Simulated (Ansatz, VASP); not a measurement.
CsSnI3: VASP beside Ansatz

```
Cs Sn I
1.0
     6.13373    0.00000    0.00000
     0.00000    6.13373    0.00000
     0.00000    0.00000    6.13373
Cs Sn I
1 1 3
Direct
  0.50000 0.50000 0.50000
  0.00000 0.00000 0.00000
  0.50000 0.00000 0.00000
  0.00000 0.50000 0.00000
  0.00000 0.00000 0.50000
```

Alike in both runs: task single point; functional PBE; k mesh 6 × 6 × 6; occupations gaussian, width 0.01 eV; non-collinear spin, spin-orbit coupling.

```csv
,VASP,Ansatz
version,VASP 6.6.1,Ansatz 0.2.0
potentials or method,"VASP PAW PBE potentials, release 64 (Cs_sv, Sn_d, I)","plane waves, PAW"
plane-wave cutoff (eV),520,420
valence electrons in the cell,44,74
```

```csv
,VASP,Ansatz,Ansatz less VASP
gap on the k mesh at the Fermi level (eV),0.22,0.23,+0.006
least direct gap on the mesh (eV),0.22,0.23,+0.006
net moment per atom (μB),0.00,0.00,0.000
```

The two sets of potentials don't hold the same shells in valence.
